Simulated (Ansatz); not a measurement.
## Pressure coefficients of RbBr

```cif
data_structure
_symmetry_space_group_name_H-M 'Fm-3m'
_symmetry_Int_Tables_number 225
_cell_length_a 6.9119
_cell_length_b 6.9119
_cell_length_c 6.9119
_cell_angle_alpha 90.000
_cell_angle_beta 90.000
_cell_angle_gamma 90.000
_cell_volume 330.21
loop_
_atom_site_label
_atom_site_type_symbol
_atom_site_symmetry_multiplicity
_atom_site_Wyckoff_symbol
_atom_site_fract_x
_atom_site_fract_y
_atom_site_fract_z
_atom_site_occupancy
Rb1 Rb 4 a 0.00000 0.00000 0.00000 1
Br1 Br 4 b 0.50000 0.00000 0.00000 1
```

The runs use the primitive cell with vectors (0.000, 3.456, 3.456), (3.456, 0.000, 3.456), (3.456, 3.456, 0.000) Å, to which the k mesh refers.

It takes space group Fm-3m (No. 225, cubic). Conventional cell: a = 6.912 Å, b = 6.912 Å, c = 6.912 Å, α = 90.00°, β = 90.00°, γ = 90.00°. Around Rb (site symmetry m-3m) lie 6 Br at 3.46 Å. Br (site symmetry m-3m) has 6 Rb at 3.46 Å as nearest neighbours.

The cell is the one relaxed in the Materials Project (mp-22867), not relaxed further here; entries there can be hypothetical.

Method: Ansatz 0.2.0, DFT, LDA, all-electron LAPW, scalar-relativistic.

Numerical set-up: a Γ-centred 6×6×6 k mesh, Fermi–Dirac smearing of 0.03 eV, basis error target 1 meV/atom, no spin polarisation.

The cell is scaled evenly with fractional coordinates held. Semilocal gaps are too small, but their slopes carry over better.

```
V/V(cell)  P (GPa)  gap on the k mesh (eV)
   0.9405    -0.76                   4.039
   0.9700    -1.17                   3.963
   1.0000    -1.50                   3.891
   1.0300    -1.78                   3.825
```

(1) From the rows at 0.9700 and 1.0300, what is the bulk modulus at the cell's volume?

(2) What are the gap's volume deformation potential and pressure coefficient?

(3) Predict the row at V/V(cell) = 1.0600. How far is a linear estimate of P off?

Results:

(1) B = −ΔP/Δln V = −[(-1.78) − (-1.17)]/0.06002 = 10.2 GPa. This is the modulus at -1.50 GPa, not at zero pressure.

(2) dEg/dln V = (3.825 − 3.963)/0.06002 = -2.30 eV, and dEg/dP = −(dEg/dln V)/B = 225 meV/GPa: pressure widens the gap.

(3) P = -1.99 GPa, gap 3.762 eV. The linear estimate P(cell) − B ln(V/V(cell)) = -2.09 GPa misses by 0.10 GPa, since the modulus falls on expansion.
